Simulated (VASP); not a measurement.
# AlP (F-43m) in VASP: further runs

Runs on AlP. Level: PBE. Tasks: single point.

All numbers are computed with VASP 6.6.1; they aren't measurements. Logs are shortened: lines on timing, memory, paths and dates and some standing lists are left out, and cuts for length are marked.

**What was measured.**

From a printed reference work, data compilation, for a bulk crystal of AlP at 4.2 K: band gap 2.505 eV (indirect).

How close the calculation comes is told below.

## Step 1: The cell of the first run

It takes space group F-43m (No. 216, cubic). Conventional cell: a = 5.507 Å, b = 5.507 Å, c = 5.507 Å, α = 90.00°, β = 90.00°, γ = 90.00°. Within 3.1 Å of Al (site symmetry -43m) lie 4 P at 2.38 Å. Within 3.1 Å of P (site symmetry -43m) lie 4 Al at 2.38 Å.

## Step 2: Single point, PBE

File INCAR:

```
SYSTEM = AlP
PREC = Accurate
ENCUT = 500
EDIFF = 1E-6
ISMEAR = 0
SIGMA = 0.02
LREAL = .False.
LASPH = .True.
NELM = 120
ALGO = Normal
ISIF = 2
LWAVE = .False.
LCHARG = .False.
GGA = PE
NBANDS = 11
GGA_COMPAT = .False.
```

File KPOINTS:

```
Automatic mesh
0
Gamma
  8 8 8
  0 0 0
```

File POSCAR:

```
AlP
1.0
    0.0000000000      2.7534005752      2.7534005752
    2.7534005752      0.0000000000      2.7534005752
    2.7534005752      2.7534005752      0.0000000000
Al P
1 1
Direct
    0.0000000000      0.0000000000      0.0000000000
    0.2500000000      0.2500000000      0.2500000000
```

Potentials or basis: VASP PAW PBE potentials, release 64 (Al, P).

The run is started by

```sh
$ cat potpaw_PBE.64/Al/POTCAR potpaw_PBE.64/P/POTCAR > POTCAR
$ mpirun -np 1 vasp_std > vasp.out
```

OUTCAR:

```text
SYSTEM = AlP
   PREC = Accurate
   ENCUT = 500
   EDIFF = 1E-6
   ISMEAR = 0
   LREAL = .False.
   LASPH = .True.
   NELM = 120
   ISIF = 2
   GGA = PE

 ion  position               nearest neighbor table
   1  0.000  0.000  0.000-   2 2.38   2 2.38   2 2.38   2 2.38
   2  0.250  0.250  0.250-   1 2.38   1 2.38   1 2.38   1 2.38

  LATTYP: Found a face centered cubic cell.
 ALAT       =     5.5068011504

  Lattice vectors:

 A1 = (   0.0000000000,   2.7534005752,   2.7534005752)
 A2 = (   2.7534005752,   0.0000000000,   2.7534005752)
 A3 = (   2.7534005752,   2.7534005752,   0.0000000000)

Analysis of symmetry for initial positions (statically):
=====================================================================
 Subroutine PRICEL returns:
 Original cell was already a primitive cell.

 Routine SETGRP: Setting up the symmetry group for a
 face centered cubic supercell.

 Subroutine GETGRP returns: Found 24 space group operations
 (whereof 24 operations were pure point group operations)
 out of a pool of 48 trial point group operations.

The static configuration has the point symmetry T_d .

Analysis of symmetry for dynamics (positions and initial velocities):
=====================================================================
 Subroutine PRICEL returns:
 Original cell was already a primitive cell.

 Routine SETGRP: Setting up the symmetry group for a
 face centered cubic supercell.

 Subroutine GETGRP returns: Found 24 space group operations
 (whereof 24 operations were pure point group operations)
 out of a pool of 48 trial point group operations.

The dynamic configuration has the point symmetry T_d .

 Subroutine INISYM returns: Found 24 space group operations
 (whereof 24 operations are pure point group operations),
 and found     1 'primitive' translations

----------------------------------------------------------------------------------------

                                     Primitive cell

  volume of cell :      41.7482

  direct lattice vectors                    reciprocal lattice vectors
     0.000000000  2.753400575  2.753400575    -0.181593628  0.181593628  0.181593628
     2.753400575  0.000000000  2.753400575     0.181593628 -0.181593628  0.181593628
     2.753400575  2.753400575  0.000000000     0.181593628  0.181593628 -0.181593628

  length of vectors
     3.893896436  3.893896436  3.893896436     0.314529390  0.314529390  0.314529390

  position of ions in fractional coordinates (direct lattice)
     0.000000000  0.000000000  0.000000000
     0.250000000  0.250000000  0.250000000

  ion indices of the primitive-cell ions
[... 79 lines left out ...]
   IBRION =     -1    ionic relax: 0-MD 1-quasi-New 2-CG
   NFREE  =      0    steps in history (QN), initial steepest desc. (CG)
   ISIF   =      2    stress and relaxation
   ISYM   =      2    0-nonsym 1-usesym 2-fastsym
   POTIM  = 0.5000    time-step for ionic-motion
   TEBEG  =    0.0;   TEEND  =   0.0 temperature during run
   PSTRESS=    0.0 pullay stress
   NELECT =       8.0000    total number of electrons
   NUPDOWN=      -1.0000    fix difference up-down
   EMIN   =  10.00;   EMAX   =-10.00  energy-range for DOS
   EFERMI =   0.00;   METHOD = LEGACY
   ISMEAR =     0;   SIGMA  =   0.02  broadening in eV -4-tet -1-fermi 0-gaus
   EFERMI_NEDOS =   21; number of points for ismear=-14 and -15
   IALGO  =     38    algorithm
   IMIX   =      4    mixing-type and parameters
     AMIX     =   0.40;   BMIX     =  1.00
     AMIX_MAG =   1.60;   BMIX_MAG =  1.00
  volume/ion in A,a.u.               =      20.87       140.87
  Fermi-wavevector in a.u.,A,eV,Ry     =   0.943826  1.783573 12.120181  0.890808
  Thomas-Fermi vector in A             =   2.071572
   LORBIT       =      0    0 simple, 1 ext, 2 COOP (PROOUT), +10 PAW based schemes
   GGA     = PE    functional components
   LHFCALC =     F    Hartree Fock is set to
   AEXX    =    0.0000 exact exchange contribution
   IVDW    =     0    specifies the selected vdW correction
   LEPSILON=     F    determine dielectric tensor
   LRPA    =     F    only Hartree local field effects (RPA)
 non-spin polarized calculation
 Gauss-broadening in eV      SIGMA  =   0.02
  energy-cutoff  :      500.00
  volume of cell :       41.75
 maximum number of plane-waves:      1068
   NGX = 15   NGY = 15   NGZ = 15

 number of electron       8.0000001 magnetization

 Free energy of the ion-electron system (eV)
  ---------------------------------------------------
  ext. energy  EPLUGINS =         0.00000000
  ---------------------------------------------------
  free energy    TOTEN  =       -10.37677459 eV

  energy without entropy =      -10.37677459  energy(sigma->0) =      -10.37677459

 E-fermi :   4.4651     XC(G=0):  -9.1097

 val. band max:        4.3486309010   @ k =   0.0000   0.0000   0.0000
 cond. band min:       5.9776771741   @ k =   0.5000   0.5000   0.0000
 fundamental gap:      1.6290462732
 Fermi energy:         4.4650919714

 k-point     1 :       0.0000    0.0000    0.0000
  band No.  band energies     occupation
      1      -7.0117      2.00000
      2       4.3486      2.00000
      3       4.3486      2.00000
      4       4.3486      2.00000
      5       7.4362      0.00000
      6       8.8742      0.00000
      7       8.8742      0.00000
      8       8.8742      0.00000
      9      13.1541      0.00000
     10      13.1541      0.00000
     11      14.4623      0.00000
[... 309 lines left out ...]
 k-point    24 :      -0.3750    0.2500    0.1250
  band No.  band energies     occupation
      1      -5.0938      2.00000
      2      -0.7259      2.00000
      3       1.8132      2.00000
      4       2.9051      2.00000
      5       8.2681      0.00000
      6       8.8458      0.00000
      7      11.1549      0.00000
      8      11.9699      0.00000
      9      13.2337      0.00000
     10      15.7046      0.00000
     11      16.9109      0.00000

 [... further k-points ...]
[... 5 lines left out ...]
  --------------------------------------------------------------------------------------
  -------------------------------------------------------------------------------------
  Total       -0.0125196     -0.0125196     -0.0125196      0.0000000      0.0000000      0.0000000
  in kB       -0.4804680     -0.4804680     -0.4804680      0.0000000      0.0000000      0.0000000
  external PRESSURE =      -0.4804680 kB  Pullay stress =       0.0000000 kB

 VOLUME and BASIS-vectors are now :
 -----------------------------------------------------------------------------
  energy-cutoff  :      500.00
  volume of cell :       41.75
      direct lattice vectors                 reciprocal lattice vectors
     0.000000000  2.753400575  2.753400575    -0.181593628  0.181593628  0.181593628
     2.753400575  0.000000000  2.753400575     0.181593628 -0.181593628  0.181593628
     2.753400575  2.753400575  0.000000000     0.181593628  0.181593628 -0.181593628

 POSITION                                       TOTAL-FORCE (eV/Angst)
 -----------------------------------------------------------------------------------
      0.00000      0.00000      0.00000         0.000000      0.000000      0.000000
      1.37670      1.37670      1.37670        -0.000000     -0.000000     -0.000000
 -----------------------------------------------------------------------------------
    total drift:                               -0.000000     -0.000000      0.000000

  FREE ENERGIE OF THE ION-ELECTRON SYSTEM (eV)
  ---------------------------------------------------
  free  energy   TOTEN  =       -10.3767745884 eV

  energy  without entropy=      -10.3767745884  energy(sigma->0) =      -10.37677459
```

OSZICAR:

```text
N       E                     dE             d eps       ncg     rms          rms(c)
DAV:   1     0.109353231938E+02    0.10935E+02   -0.30171E+03   646   0.536E+02
DAV:   2    -0.976109972705E+01   -0.20696E+02   -0.19376E+02   823   0.853E+01
DAV:   3    -0.107094240893E+02   -0.94832E+00   -0.94650E+00   777   0.175E+01
DAV:   4    -0.107184003094E+02   -0.89762E-02   -0.89754E-02   772   0.216E+00
DAV:   5    -0.107185602423E+02   -0.15993E-03   -0.15993E-03   796   0.271E-01    0.441E+00
DAV:   6    -0.104161910810E+02    0.30237E+00   -0.62412E-01   722   0.291E+00    0.279E+00
DAV:   7    -0.103762140581E+02    0.39977E-01   -0.21123E-01   760   0.186E+00    0.142E+00
DAV:   8    -0.103766911129E+02   -0.47705E-03   -0.15031E-02   741   0.594E-01    0.242E-01
DAV:   9    -0.103766026048E+02    0.88508E-04   -0.74269E-04   757   0.148E-01    0.100E-01
DAV:  10    -0.103767686243E+02   -0.16602E-03   -0.24830E-04   725   0.820E-02    0.128E-02
DAV:  11    -0.103767737863E+02   -0.51620E-05   -0.25556E-05   790   0.229E-02    0.706E-03
DAV:  12    -0.103767745884E+02   -0.80211E-06   -0.15483E-06   744   0.706E-03
   1 F= -.10376775E+02 E0= -.10376775E+02  d E =-.124228E-18
```

Run time: 5.4 s. Hardware: 1 thread of Intel Xeon Platinum 8559C (Emerald Rapids), shared host; peak memory 0.15 GiB.

What came out:

| Quantity | Value |
| --- | --- |
| Free energy | -10.3768 eV |
| Pressure | 0.0 GPa |
| Band gap on the k mesh | 1.63 eV, indirect (least direct gap 3.09 eV) |

## Step 3: Single point, PBE (volume scaled by 1.06)

File INCAR:

```
PREC = Accurate ; ENCUT = 500
EDIFF = 1E-6 ; ISMEAR = 0
SIGMA = 0.02 ; LREAL = F
LASPH = T ; NELM = 120
ALGO = Normal ; ISIF = 2
LWAVE = F ; LCHARG = F
GGA = PE ; NBANDS = 11
GGA_COMPAT = F
```

File KPOINTS:

```
regular mesh
0
Gamma
  8 8 8
```

File POSCAR:

```
AlP
1.0
    0.0000000000      2.8074025317      2.8074025317
    2.8074025317      0.0000000000      2.8074025317
    2.8074025317      2.8074025317      0.0000000000
Al P
1 1
Direct
    0.0000000000      0.0000000000      0.0000000000
    0.2500000000      0.2500000000      0.2500000000
```

Potentials or basis: VASP PAW PBE potentials, release 64 (Al, P).

The run is started by

```sh
$ cat potpaw_PBE.64/Al/POTCAR potpaw_PBE.64/P/POTCAR > POTCAR
$ mpirun -np 1 vasp_std > vasp.out
```

Wall time 6.8 s (1 thread of Intel Xeon Platinum 8559C (Emerald Rapids), shared host); peak memory 0.16 GiB.

The run converged. Its results:

- Free energy: -10.3412 eV
- Pressure: -4.3 GPa
- Band gap on the k mesh: 1.73 eV, indirect (least direct gap 2.60 eV)

Levels at points of the mesh, in eV from the valence-band top:
| k point | band 2 | band 3 | band 4 | band 5 | band 6 | band 7 |
| --- | --- | --- | --- | --- | --- | --- |
| (0.00, 0.00, 0.00) | 0.00 | 0.00 | 0.00 | 2.60 | 4.44 | 4.44 |
| (0.50, 0.00, 0.00) | -5.17 | -0.71 | -0.71 | 2.50 | 4.79 | 4.79 |
| (0.50, 0.50, 0.00) | -5.04 | -1.93 | -1.93 | 1.73 | 2.48 | 10.36 |

 A k mesh can miss the band edges.

## Step 4: Single point, PBE (volume scaled by 1.10)

File INCAR:

```
SYSTEM = AlP
PREC = Accurate
ENCUT = 500
EDIFF = 1E-6
ISMEAR = 0
SIGMA = 0.02
LREAL = .FALSE.
LASPH = .TRUE.
NELM = 120
ALGO = Normal
ISIF = 2
LWAVE = .FALSE.
LCHARG = .FALSE.
GGA = PE
NBANDS = 11
GGA_COMPAT = .FALSE.
```

File KPOINTS:

```
regular mesh
0
G
  8 8 8
  0 0 0
```

File POSCAR:

```
AlP
1.0
    0.0000000000      2.8422806636      2.8422806636
    2.8422806636      0.0000000000      2.8422806636
    2.8422806636      2.8422806636      0.0000000000
Al P
1 1
Direct
    0.0000000000      0.0000000000      0.0000000000
    0.2500000000      0.2500000000      0.2500000000
```

The run is started by

```sh
$ cat potpaw_PBE.64/Al/POTCAR potpaw_PBE.64/P/POTCAR > POTCAR
$ mpirun -np 1 vasp_std > vasp.out
```

Run time: 7.4 s. Hardware: 1 thread of Intel Xeon Platinum 8559C (Emerald Rapids), shared host; peak memory 0.16 GiB.

It converged, with:

```yaml
Free_energy: -10.2848 eV
Pressure: -6.5 GPa
Band_gap_on_the_k_mesh: 1.79 eV, indirect (least direct gap 2.30 eV)
```

Levels at points of the mesh, in eV from the valence-band top:
```csv
k point,band 1,band 2,band 3,band 4,band 5,band 6,band 7,band 8
"(0.00, 0.00, 0.00)",-10.86,0.00,0.00,0.00,2.30,4.39,4.39,4.39
"(0.50, 0.00, 0.00)",-9.46,-5.03,-0.69,-0.69,2.36,4.77,4.77,7.91
"(0.50, 0.50, 0.00)",-8.91,-4.92,-1.86,-1.86,1.79,2.48,10.05,10.05
```

## Step 5: Overview

| cell | gap on the mesh (eV) | pressure (GPa) |
| --- | --- | --- |
| a = 3.894 Å, angles 60.0°, 2 atoms | 1.63 | 0.0 |
| a = 3.970 Å, angles 60.0°, 2 atoms | 1.73 | -4.3 |
| a = 4.020 Å, angles 60.0°, 2 atoms | 1.79 | -6.5 |

Alike in all rows: task single point; level PBE; potentials or basis VASP PAW PBE potentials, release 64 (Al, P); no spin polarisation; k mesh 8 × 8 × 8; cutoff (eV) 500; smearing gaussian 0.02 eV.

Total energies depend on the potentials used, so only differences within one code and one set of settings carry meaning.

## Step 6: Against experiment

Step 2. Measured gap of AlP: 2.505 eV (indirect; 4.2 K; a printed reference work, data compilation). This calculation gives 1.63 eV (-0.88 eV). The value is that of PBE on a finite k mesh, which can miss the band edges, without temperature or zero-point motion. Semilocal functionals fall short of measured gaps as a rule.
